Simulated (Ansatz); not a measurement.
# Al2Cu: what symmetry allows forces and stress to be

```yaml
crystal:
  lattice:
    - [4.26455, -0.00078, -0.04105]
    - [-0.00078, 4.26455, -0.04105]
    - [-0.02891, -0.02891, 2.99554]
  atoms:
    - { symbol: Al, position: [0.49914, 0.00581, 0.49855] }
    - { symbol: Al, position: [0.99419, 0.50086, 0.50145] }
    - { symbol: Cu, position: [0.00667, 0.99333, 0.00000] }
```

Computed with Ansatz 0.2.0, DFT PBEsol, scalar-relativistic, plane waves, PAW.

Settings: cutoff 420 eV, Γ-centred mesh 10×10×12 on the computed 3-atom cell, Gaussian smearing of 0.10 eV; no spin polarisation.

This distorted cell has space group C2, with 2 operations.

Task: Without a calculation: in which directions can each atom feel a force?

Result: A force must be left unchanged by every operation that keeps its atom in place, so it lies in the space that those operations leave fixed. Atoms that the group maps onto each other feel forces of one size.
```
atom site symmetry operations at the site equivalent to atom allowed force (Cartesian)
 Al1              1                       1                   1              any direction
 Al2              1                       1                   1              any direction
 Cu3              2                       2                   3  along (0.71, -0.71, 0.00)
```

That leaves 4 independent force components of 9, tied by 1 condition that the forces sum to zero, so 3 remain. A relaxation in this cell that keeps the symmetry moves the atoms in these directions alone.

Task: And the stress tensor?

Result: It must be invariant under the point group, which leaves 4 independent components: xx = yy, yz = xz.

Task: Do the computed values obey this?

Result: Yes. Forces (eV/Å):
```
Al1  0.100 -0.027  0.023
Al2  0.027 -0.100 -0.023
Cu3 -0.127  0.127  0.000
```

Stress (GPa, compression positive, xx yy zz yz xz xy): -9.05 -9.05 -10.91 0.67 0.67 0.01. The program imposes the same operations on density, forces and stress, so this confirms the analysis and is no independent test of the calculation.